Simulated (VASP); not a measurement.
# Sn (I4_1/amd) in VASP: settings compared

One crystal, Sn, is run at these levels: LDA, LMBJ; tasks: equation of state, band structure.

All numbers are computed with VASP 6.6.1; they aren't measurements. Logs are shortened: lines on timing, memory, paths and dates and some standing lists are left out, and cuts for length are marked.

**1. Starting point**

The structure is tetragonal, space group I4_1/amd (No. 141). The conventional cell has a = 5.731 Å, b = 5.731 Å, c = 3.197 Å, α = 90.00°, β = 90.00°, γ = 90.00°. Sn (site symmetry -4m2) is surrounded by 6 Sn at 2.97 to 3.20 Å.

**2. Equation of state, LDA, 25.20 Å³/atom (a relaxed cell with its volume scaled by 0.96)**

File INCAR:

```
  PREC = Accurate
  ENCUT = 520
  EDIFF = 1E-6
  ISMEAR = -1
  SIGMA = 0.05
  LREAL = F
  LASPH = T
  NELM = 80
  ALGO = Normal
  ISIF = 2
  LWAVE = F
  LCHARG = F
```

File KPOINTS:

```
Automatic mesh
0
Gamma
  8 8 8
```

File POSCAR:

```
Sn                                      
1.0
   -2.8267295065      2.8267295065      1.5768053939
    2.8267295065     -2.8267295065      1.5768053939
    2.8267295065      2.8267295065     -1.5768053939
  Sn            
     2
Direct
     0.0000000000000000    0.0000000000000000    0.0000000000000000
     0.7500000000000000    0.2500000000000000    0.5000000000000000
```

Potentials or basis: VASP PAW LDA potentials, release 64 (Sn_d).

Run with:

```console
> cat potpaw_LDA.64/Sn_d/POTCAR > POTCAR
> mpirun -np 1 vasp_std > vasp.out
```

OUTCAR:

```text
PREC = Accurate
   ENCUT = 520
   EDIFF = 1E-6
   ISMEAR = -1
   LREAL = F
   LASPH = T
   NELM = 80
   ISIF = 2

 ion  position               nearest neighbor table
   1  0.000  0.000  0.000-   2 2.93   2 2.93   2 2.93   2 2.93   2 3.69   2 3.69   2 3.69   2 3.69

   2  0.750  0.250  0.500-   1 2.93   1 2.93   1 2.93   1 2.93   1 3.69   1 3.69   1 3.69   1 3.69

  LATTYP: Found a body centered tetragonal cell.
 ALAT       =     5.6534590130
 C/A-ratio  =     0.5578196960

  Lattice vectors:

 A1 = (  -2.8267295065,   2.8267295065,   1.5768053939)
 A2 = (   2.8267295065,  -2.8267295065,   1.5768053939)
 A3 = (   2.8267295065,   2.8267295065,  -1.5768053939)

Analysis of symmetry for initial positions (statically):
=====================================================================
 Subroutine PRICEL returns:
 Original cell was already a primitive cell.

 Routine SETGRP: Setting up the symmetry group for a
 body centered tetragonal supercell.

 Subroutine GETGRP returns: Found 16 space group operations
 (whereof  8 operations were pure point group operations)
 out of a pool of 16 trial point group operations.

The static configuration has the point symmetry D_2d.
 The point group associated with its full space group is D_4h.

Analysis of symmetry for dynamics (positions and initial velocities):
=====================================================================
 Subroutine PRICEL returns:
 Original cell was already a primitive cell.

 Routine SETGRP: Setting up the symmetry group for a
 body centered tetragonal supercell.

 Subroutine GETGRP returns: Found 16 space group operations
 (whereof  8 operations were pure point group operations)
 out of a pool of 16 trial point group operations.

The dynamic configuration has the point symmetry D_2d.
 The point group associated with its full space group is D_4h.

 Subroutine INISYM returns: Found 16 space group operations
 (whereof  8 operations are pure point group operations),
 and found     1 'primitive' translations

----------------------------------------------------------------------------------------

                                     Primitive cell

  volume of cell :      50.3972

  direct lattice vectors                    reciprocal lattice vectors
    -2.826729506  2.826729506  1.576805394     0.000000000  0.176882860  0.317096835
     2.826729506 -2.826729506  1.576805394     0.176882860  0.000000000  0.317096835
[... 78 lines left out ...]
   ICHARG =      2    charge: 1-file 2-atom 10-const
   ISPIN  =      1    spin polarized calculation?
   LNONCOLLINEAR =      F non collinear calculations
   LSORBIT =      F    spin-orbit coupling
   LASPH  =      T    aspherical Exc in radial PAW
   ENCUT  =  520.0 eV  38.22 Ry    6.18 a.u.   7.99  7.99  7.99*2*pi/ulx,y,z
   NELM   =     80;   NELMIN=  2; NELMDL= -5     # of ELM steps
   EDIFF  = 0.1E-05   stopping-criterion for ELM
   LREAL  =      F    real-space projection
   EDIFFG = 0.1E-04   stopping-criterion for IOM
   NSW    =      0    number of steps for IOM
   IBRION =     -1    ionic relax: 0-MD 1-quasi-New 2-CG
   NFREE  =      0    steps in history (QN), initial steepest desc. (CG)
   ISIF   =      2    stress and relaxation
   ISYM   =      2    0-nonsym 1-usesym 2-fastsym
   POTIM  = 0.5000    time-step for ionic-motion
   TEBEG  =    0.0;   TEEND  =   0.0 temperature during run
   PSTRESS=    0.0 pullay stress
   NELECT =      28.0000    total number of electrons
   NUPDOWN=      -1.0000    fix difference up-down
   EMIN   =  10.00;   EMAX   =-10.00  energy-range for DOS
   EFERMI =   0.00;   METHOD = LEGACY
   ISMEAR =    -1;   SIGMA  =   0.05  broadening in eV -4-tet -1-fermi 0-gaus
   EFERMI_NEDOS =   21; number of points for ismear=-14 and -15
   IALGO  =     38    algorithm
   IMIX   =      4    mixing-type and parameters
     AMIX     =   0.40;   BMIX     =  1.00
     AMIX_MAG =   1.60;   BMIX_MAG =  1.00
  volume/ion in A,a.u.               =      25.20       170.05
  Fermi-wavevector in a.u.,A,eV,Ry     =   1.345835  2.543260 24.643868  1.811273
  Thomas-Fermi vector in A             =   2.473716
   LORBIT       =      0    0 simple, 1 ext, 2 COOP (PROOUT), +10 PAW based schemes
   GGA     = CA    functional components
   LHFCALC =     F    Hartree Fock is set to
   AEXX    =    0.0000 exact exchange contribution
   IVDW    =     0    specifies the selected vdW correction
   LEPSILON=     F    determine dielectric tensor
   LRPA    =     F    only Hartree local field effects (RPA)
 non-spin polarized calculation
  energy-cutoff  :      520.00
  volume of cell :       50.40
 maximum number of plane-waves:      1378
   NGX = 15   NGY = 15   NGZ = 15

 number of electron      28.0000009 magnetization

 Free energy of the ion-electron system (eV)
  ---------------------------------------------------
  ext. energy  EPLUGINS =         0.00000000
  ---------------------------------------------------
  free energy    TOTEN  =        -8.95495678 eV

  energy without entropy =       -8.94594614  energy(sigma->0) =       -8.95045146

 E-fermi :   8.5928     XC(G=0): -10.9003

 val. band max:        8.5578158500   @ k =  -0.2500   0.5000   0.1250
 cond. band min:       8.6196024767   @ k =  -0.2500   0.2500   0.0000
 fundamental gap:      0.0617866267
 Fermi energy:         8.5928460479

 k-point     1 :       0.0000    0.0000    0.0000
  band No.  band energies     occupation
      1     -13.0449      2.00000
      2     -12.8937      2.00000
      3     -12.8870      2.00000
      4     -12.8279      2.00000
      5     -12.6696      2.00000
      6     -12.6696      2.00000
[... 481 lines left out ...]
      5     -12.7533      2.00000
      6     -12.6644      2.00000
[... 10 lines left out ...]
     17      12.1620      0.00000
     18      13.5035      0.00000

 [... further k-points ...]
[... 5 lines left out ...]
  --------------------------------------------------------------------------------------
  -------------------------------------------------------------------------------------
  Total        0.8467511      0.8467511      0.7702406      0.0000000      0.0000000      0.0000000
  in kB       26.9190506     26.9190506     24.4867081      0.0000000      0.0000000      0.0000000
  external PRESSURE =      26.1082698 kB  Pullay stress =       0.0000000 kB

 VOLUME and BASIS-vectors are now :
 -----------------------------------------------------------------------------
  energy-cutoff  :      520.00
  volume of cell :       50.40
      direct lattice vectors                 reciprocal lattice vectors
    -2.826729506  2.826729506  1.576805394     0.000000000  0.176882860  0.317096835
     2.826729506 -2.826729506  1.576805394     0.176882860  0.000000000  0.317096835
     2.826729506  2.826729506 -1.576805394     0.176882860  0.176882860  0.000000000

 POSITION                                       TOTAL-FORCE (eV/Angst)
 -----------------------------------------------------------------------------------
      0.00000      0.00000      0.00000        -0.000000      0.000000     -0.000000
     -0.00000      2.82673      0.78840         0.000000     -0.000000      0.000000
 -----------------------------------------------------------------------------------
    total drift:                                0.000000     -0.000000      0.000000

  FREE ENERGIE OF THE ION-ELECTRON SYSTEM (eV)
  ---------------------------------------------------
  free  energy   TOTEN  =        -8.9549567823 eV

  energy  without entropy=       -8.9459461408  energy(sigma->0) =       -8.95045146
```

OSZICAR:

```text
N       E                     dE             d eps       ncg     rms          rms(c)
DAV:   1     0.200937802138E+03    0.20094E+03   -0.15020E+04  2124   0.250E+03
DAV:   2     0.871187873508E+01   -0.19223E+03   -0.19024E+03  2124   0.448E+02
DAV:   3    -0.848444539496E+01   -0.17196E+02   -0.17010E+02  2494   0.139E+02
DAV:   4    -0.898710532633E+01   -0.50266E+00   -0.50155E+00  2406   0.260E+01
DAV:   5    -0.900625874501E+01   -0.19153E-01   -0.19152E-01  2848   0.462E+00    0.281E+00
DAV:   6    -0.897030177254E+01    0.35957E-01   -0.39774E-02  2734   0.319E+00    0.154E+00
DAV:   7    -0.895555712086E+01    0.14745E-01   -0.23587E-02  2778   0.235E+00    0.159E-01
DAV:   8    -0.895495312023E+01    0.60400E-03   -0.23316E-03  2544   0.772E-01    0.279E-02
DAV:   9    -0.895495653031E+01   -0.34101E-05   -0.58936E-05  2782   0.832E-02    0.109E-02
DAV:  10    -0.895495678227E+01   -0.25196E-06   -0.45122E-06  2126   0.256E-02
   1 F= -.89549568E+01 E0= -.89504515E+01  d E =-.901064E-02
```

stdout:

```text
POSCAR found type information on POSCAR Sn
 POSCAR found :  1 types and       2 ions
 scaLAPACK will be used
 LDA part: xc-table for (Slater(with rela. corr.)+CA(PZ))
 , standard interpolation
 POSCAR, INCAR and KPOINTS ok, starting setup
 FFT: planning ... GRIDC
 FFT: planning ... GRID_SOFT
 FFT: planning ... GRID
 WAVECAR not read
 entering main loop
```

Run time: 22 s. Hardware: 1 thread of Intel Xeon Platinum 8488C (Sapphire Rapids), shared host; peak memory 0.17 GiB.

Results:

* Free energy: -8.9550 eV
* Pressure: 2.6 GPa
* Band gap on the k mesh: none (metal or under the smearing width)

**3. Equation of state, LDA, 25.72 Å³/atom (a relaxed cell with its volume scaled by 0.98)**

INCAR is that of step 2.

KPOINTS is that of step 2.

File POSCAR:

```
Sn                                      
1.0
   -2.8462248088      2.8462248088      1.5876802575
    2.8462248088     -2.8462248088      1.5876802575
    2.8462248088      2.8462248088     -1.5876802575
  Sn            
     2
Direct
     0.0000000000000000    0.0000000000000000    0.0000000000000000
     0.7500000000000000    0.2500000000000000    0.5000000000000000
```

Potentials or basis: VASP PAW LDA potentials, release 64 (Sn_d).

Run with:

```console
> cat potpaw_LDA.64/Sn_d/POTCAR > POTCAR
> mpirun -np 1 vasp_std > vasp.out
```

Run time: 20 s. Hardware: 1 thread of Intel Xeon Platinum 8488C (Sapphire Rapids), shared host; peak memory 0.17 GiB.

The run converged. Its results:

| Quantity | Value |
| --- | --- |
| Free energy | -8.9678 eV |
| Pressure | 1.2 GPa |
| Band gap on the k mesh | none (metal or under the smearing width) |

**4. Equation of state, LDA, 26.25 Å³/atom**

INCAR is that of step 3.

KPOINTS is that of step 3.

File POSCAR:

```
Sn                                      
1.0
   -2.8654566409      2.8654566409      1.5984081522
    2.8654566409     -2.8654566409      1.5984081522
    2.8654566409      2.8654566409     -1.5984081522
  Sn            
     2
Direct
     0.0000000000000000    0.0000000000000000    0.0000000000000000
     0.7500000000000000    0.2500000000000000    0.5000000000000000
```

Run with:

```console
> cat potpaw_LDA.64/Sn_d/POTCAR > POTCAR
> mpirun -np 1 vasp_std > vasp.out
```

Wall time 21 s (1 thread of Intel Xeon Platinum 8488C (Sapphire Rapids), shared host); peak memory 0.17 GiB.

Results (log left out):

```yaml
Free_energy: -8.9719 eV
Pressure: -0.1 GPa
Band_gap_on_the_k_mesh: none (metal or under the smearing width)
```

**5. Equation of state, LDA, 26.77 Å³/atom (a relaxed cell with its volume scaled by 1.02)**

INCAR is that of step 4.

KPOINTS is that of step 4.

File POSCAR:

```
Sn                                      
1.0
   -2.8844337280      2.8844337280      1.6089939452
    2.8844337280     -2.8844337280      1.6089939452
    2.8844337280      2.8844337280     -1.6089939452
  Sn            
     2
Direct
     0.0000000000000000    0.0000000000000000    0.0000000000000000
     0.7500000000000000    0.2500000000000000    0.5000000000000000
```

Run with:

```console
> cat potpaw_LDA.64/Sn_d/POTCAR > POTCAR
> mpirun -np 1 vasp_std > vasp.out
```

Wall time 33 s (1 thread of Intel Xeon Platinum 8488C (Sapphire Rapids), shared host); peak memory 0.19 GiB.

Results (log left out):

```
Free energy            : -8.9682 eV
Pressure               : -1.2 GPa
Band gap on the k mesh : none (metal or under the smearing width)
```

**6. Equation of state, LDA, 27.30 Å³/atom (a relaxed cell with its volume scaled by 1.04)**

INCAR is that of step 5.

KPOINTS is that of step 5.

File POSCAR:

```
Sn                                      
1.0
   -2.9031643420      2.9031643420      1.6194422506
    2.9031643420     -2.9031643420      1.6194422506
    2.9031643420      2.9031643420     -1.6194422506
  Sn            
     2
Direct
     0.0000000000000000    0.0000000000000000    0.0000000000000000
     0.7500000000000000    0.2500000000000000    0.5000000000000000
```

Potentials or basis: VASP PAW LDA potentials, release 64 (Sn_d).

Run with:

```console
> cat potpaw_LDA.64/Sn_d/POTCAR > POTCAR
> mpirun -np 1 vasp_std > vasp.out
```

Wall time 32 s (1 thread of Intel Xeon Platinum 8488C (Sapphire Rapids), shared host); peak memory 0.19 GiB.

Results (log left out):

```
Free energy            : -8.9575 eV
Pressure               : -2.2 GPa
Band gap on the k mesh : none (metal or under the smearing width)
```

**7. Equation of state, LDA**

This step only gathers the single runs of the series.

Results:

```yaml
Equilibrium_volume: 26.25 Å³/atom
Bulk_modulus_at_fixed_shape_and_positions: 60 GPa
Pressure_derivative_of_the_bulk_modulus: "4.6 (rough: it moves with the points fitted)"
```

Energy against volume, from the lowest point:
```tsv
volume (Å³/atom)	energy (meV/atom)
25.199	8.48
25.724	2.05
26.249	0.00
26.774	1.86
27.298	7.22
```

Caveat: the cell was scaled at fixed shape and fractional positions, which overstates the stiffness of a crystal with free parameters, most of all of layers and chains.

**8. Band structure, LMBJ**

This run uses another cell than the first one, of 27.65 Å³/atom, 1.053 times its volume.

File POSCAR:

```
Sn
1.0
   -2.9401404553      2.9401404553      1.5993019889
    2.9401404553     -2.9401404553      1.5993019889
    2.9401404553      2.9401404553     -1.5993019889
Sn
2
Direct
    0.0000000000      0.0000000000      0.0000000000
    0.7500000000      0.2500000000      0.5000000000
```

File INCAR.step1:

```
SYSTEM = Sn
  ALGO = Normal
  EDIFF = 1E-5
  ENCUT = 400
  GGA = PE
  ISIF = 2
  ISMEAR = 0
  LASPH = .TRUE.
  LCHARG = .FALSE.
  LREAL = .FALSE.
  LWAVE = .TRUE.
  NBANDS = 21
  NELM = 100
  PREC = Accurate
  SIGMA = 0.1
```

File INCAR.step2:

```
SYSTEM = Sn
  ALGO = Normal
  EDIFF = 1E-6
  ENCUT = 400
  ISIF = 2
  ISMEAR = 0
  ISTART = 1
  LASPH = .TRUE.
  LCHARG = .FALSE.
  LREAL = .FALSE.
  LWAVE = .FALSE.
  METAGGA = LMBJ
  NBANDS = 21
  NELM = 100
  PREC = Accurate
  SIGMA = 0.1
```

File KPOINTS:

```
k-points
0
G
  9 9 9
  0 0 0
```

File KPOINTS_OPT:

```
path GXMGZPNZ1M,XP
20
line-mode
reciprocal
 0.0000000000  0.0000000000  0.0000000000  G
 0.0000000000  0.0000000000  0.5000000000  X

 0.0000000000  0.0000000000  0.5000000000  X
-0.5000000000  0.5000000000  0.5000000000  M

-0.5000000000  0.5000000000  0.5000000000  M
 0.0000000000  0.0000000000  0.0000000000  G

 0.0000000000  0.0000000000  0.0000000000  G
 0.3239715651  0.3239715651 -0.3239715651  Z

 0.3239715651  0.3239715651 -0.3239715651  Z
 0.2500000000  0.2500000000  0.2500000000  P

 0.2500000000  0.2500000000  0.2500000000  P
 0.0000000000  0.5000000000  0.0000000000  N

 0.0000000000  0.5000000000  0.0000000000  N
-0.3239715651  0.6760284349  0.3239715651  Z1

-0.3239715651  0.6760284349  0.3239715651  Z1
-0.5000000000  0.5000000000  0.5000000000  M

 0.0000000000  0.0000000000  0.5000000000  X
 0.2500000000  0.2500000000  0.2500000000  P
```

Potentials or basis: VASP PAW PBE potentials, release 64 (Sn_d).

Run with:

```console
> cat potpaw_PBE.64/Sn_d/POTCAR > POTCAR
> cp INCAR.step1 INCAR
> mpirun -np 1 vasp_std > vasp.out
> cp INCAR.step2 INCAR
> mpirun -np 1 vasp_std > vasp.out
```

Run time: 3.8 min. Hardware: 1 thread of Intel Xeon Platinum 8488C (Sapphire Rapids), shared host; peak memory 0.24 GiB.

These settings aren't checked as converged: the numbers below hold their error.

What came out:

| Property | Result |
| --- | --- |
| Band gap along the path | none (metal or under the smearing width) |

Caveat: the PAW data sets were made with another functional, which shifts forces and pressure a little; spin-orbit coupling is left out, which moves the levels of the heavy elements.

**9. The reference run**

An earlier run on the cell as given: functional PBE; potentials or basis VASP PAW PBE potentials, release 64 (Sn_d); cutoff 520 eV; k mesh 9 × 9 × 9; occupations fermi-dirac, width 0.05 eV; no spin polarisation.

* Pressure: 1.3 GPa
* Band gap on the k mesh: none (metal or under the smearing width)
